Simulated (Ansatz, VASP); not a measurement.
One calculation of TiSi2, two programs

```xyz
6
Lattice="1.7063 -6.3223 0.0000 1.7063 6.3223 0.0000 0.0000 0.0000 3.4502" Properties=species:S:1:pos:R:3 pbc="T T T"
Ti    1.7063   -5.0536    2.5876
Ti    1.7063    5.0536    0.8625
Si    1.7063   -0.7969    2.5876
Si    1.7063    0.7969    0.8625
Si    1.7063    3.1680    2.5876
Si    1.7063   -3.1680    0.8625
```

Alike in both runs: functional PBE; k mesh 12 × 12 × 10; occupations gaussian, width 0.1 eV; no spin polarisation.

Ansatz relaxed the structure, and its values are those at the end. VASP's run is a single point on that final structure, the one shown.

|  | VASP | Ansatz |
| --- | --- | --- |
| version | VASP 6.6.1 | Ansatz 0.2.0 |
| potentials or method | VASP PAW PBE potentials, release 64 (Ti_sv, Si) | scalar-relativistic, plane waves, PAW |
| plane-wave cutoff (eV) | 520 | 420 |
| valence electrons in the cell | 40 | 40 |

```tsv
	VASP	Ansatz	Ansatz less VASP
gap on the k mesh at the Fermi level (eV)	none	none	-
pressure (GPa)	24.9	25.0	+0.12
rms of the force components (eV/Å)	0.003	0.001	-0.0023
```

A gap of «none» marks a metal or a gap that the smearing closes.

Caveats: so large a pressure means that the cell lies far from this level's equilibrium, or that cutoff or potentials fall short (VASP).
